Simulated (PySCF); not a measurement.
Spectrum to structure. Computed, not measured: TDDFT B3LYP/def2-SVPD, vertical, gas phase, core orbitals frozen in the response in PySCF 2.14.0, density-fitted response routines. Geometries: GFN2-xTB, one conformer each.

| state | ν̃ (cm⁻¹) | f | main configurations (H = HOMO, L = LUMO) |
| --- | --- | --- | --- |
| S1 | 76560 | 0.013 | H→L (89%), H→L+1 (10%) |
| S2 | 77160 | 0.0092 | H-1→L (87%), H-1→L+1 (12%) |
| S3 | 81240 | 0.016 | H→L+1 (88%), H→L (10%) |
| S4 | 82330 | 0.021 | H-1→L+1 (84%), H-1→L (12%) |
| S5 | 88280 | 0.035 | H→L+3 (95%) |
| S6 | 88890 | 0.010 | H→L+2 (87%), H-1→L+3 (11%) |
| S7 | 89460 | 0.0068 | H-2→L (96%) |
| S8 | 90510 | 0.0066 | H-1→L+2 (95%) |

Orbital energies (eV): HOMO-3 -12.38, HOMO-2 -11.86, HOMO-1 -10.65, HOMO -10.47, LUMO 0.20, LUMO+1 0.74, LUMO+2 1.48.

Task: Which candidate is it?
A. `FCC(F)(F)F`
B. `C[C@@]12C=C[C@H]3[C@@H]1[C@H]32`
C. `C1=CC2(C=C1)CC2`
D. `C=C1C[C@H]1C#CC`
E. `C1=C[C@H]2C[C@@H]1C=C2`

Result: A. Its S1, at 9.49 eV, is the highest among the candidates; the nearest of the others has S1 at 5.45 eV. S1 is HOMO→LUMO (89%), HOMO→LUMO+1 (10%). Löwdin shares by element: HOMO fluorine 45% or more, carbon 32% (atoms not listed hold the other 23%); LUMO carbon 47%, hydrogen 26% (atoms not listed hold the other 27%). At the same level the other candidates give, for their lowest levels:
- `C[C@@]12C=C[C@H]3[C@@H]1[C@H]32`: 5.45 eV (f 0.053); 5.90 eV (f 0.033); 6.05 eV (f 0.000); 6.24 eV (f 0.004); 6.52 eV (f 0.001); T1 3.60 eV; HOMO -6.02, LUMO -0.01 eV
- `C1=CC2(C=C1)CC2`: 4.70 eV (f 0.056); 5.80 eV (f 0.000); 6.03 eV (f 0.170); 6.30 eV (f 0.000); 6.38 eV (f 0.018); T1 3.02 eV; HOMO -5.96, LUMO -0.82 eV
- `C=C1C[C@H]1C#CC`: 5.43 eV (f 0.009); 5.84 eV (f 0.007); 6.17 eV (f 0.013); 6.32 eV (f 0.012); 6.53 eV (f 0.004); T1 4.48 eV; HOMO -6.64, LUMO -0.24 eV
- `C1=C[C@H]2C=C[C@@H]1C2`: 4.83 eV (f 0.000); 5.65 eV (f 0.009); 5.97 eV (f 0.014); 6.75 eV (f 0.027); 6.75 eV (f 0.000); T1 3.47 eV; HOMO -6.20, LUMO -0.56 eV

Shape of the structure used: `[F:1][CH2:2][C:3]([F:4])([F:5])[F:6]`: F1–C2–C3–F4 61°.
Triplets come from the Tamm–Dancoff approximation.
